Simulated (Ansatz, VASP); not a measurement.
## ZrC in VASP and in Ansatz

File INCAR:

```
  PREC = Accurate
  ENCUT = 520
  EDIFF = 1E-6
  ISMEAR = 0
  SIGMA = 0.15
  LREAL = F
  LASPH = T
  NELM = 100
  ALGO = Normal
  ISIF = 2
  LWAVE = F
  LCHARG = F
  GGA = CA
  NBANDS = 15
```

KPOINTS

```
regular mesh
0
Gamma
  16 16 16
```

POSCAR

```
ZrC
1.0
    0.0000000000      2.4019541123      2.1582776081
    2.4019541123      0.0000000000      2.1582776081
    2.4019541123      2.4019541123      0.0000000000
Zr C
1 1
Direct
    0.5000000000      0.5000000000      0.5000000000
    0.0000000000      0.0000000000      0.0000000000
```

Input for Ansatz:

```yaml
crystal:
  lattice:
    - [0.0, 2.4019541123, 2.1582776081]
    - [2.4019541123, 0.0, 2.1582776081]
    - [2.4019541123, 2.4019541123, 0.0]
  atoms:
    - { symbol: Zr, position: [0.5, 0.5, 0.5] }
    - { symbol: C, position: [0.0, 0.0, 0.0] }
basis:
  ecutwfc: 520.0
kpoints:
  mp_grid: { grid: [16, 16, 16] }
hamiltonian:
  xc: lda
scf:
  occupations: { method: gaussian, width: 0.15 }
output:
  forces: true
  stress: true
  eigenvalues: true
```

Change from the starting cell: mode 4 frozen in at +0.000 Å, strain +e along z and -e/2 along x and y -0.0700.

Alike in both runs: task single point; functional LDA; k mesh 16 × 16 × 16; occupations gaussian, width 0.15 eV; no spin polarisation.

|  | VASP | Ansatz |
| --- | --- | --- |
| version | VASP 6.6.1 | Ansatz 0.2.0 |
| potentials or method | VASP PAW LDA potentials, release 64 (Zr_sv, C) | scalar-relativistic, plane waves, PAW |
| plane-wave cutoff (eV) | 520 | 520 |
| valence electrons in the cell | 16 | 16 |

```csv
,VASP,Ansatz,Ansatz less VASP
gap on the k mesh at the Fermi level (eV),none,none,-
pressure (GPa),6.8,6.2,-0.63
largest component of the traceless stress (GPa),35.08,34.85,-0.228
```

A gap of «none» marks a metal or a gap that the smearing closes.
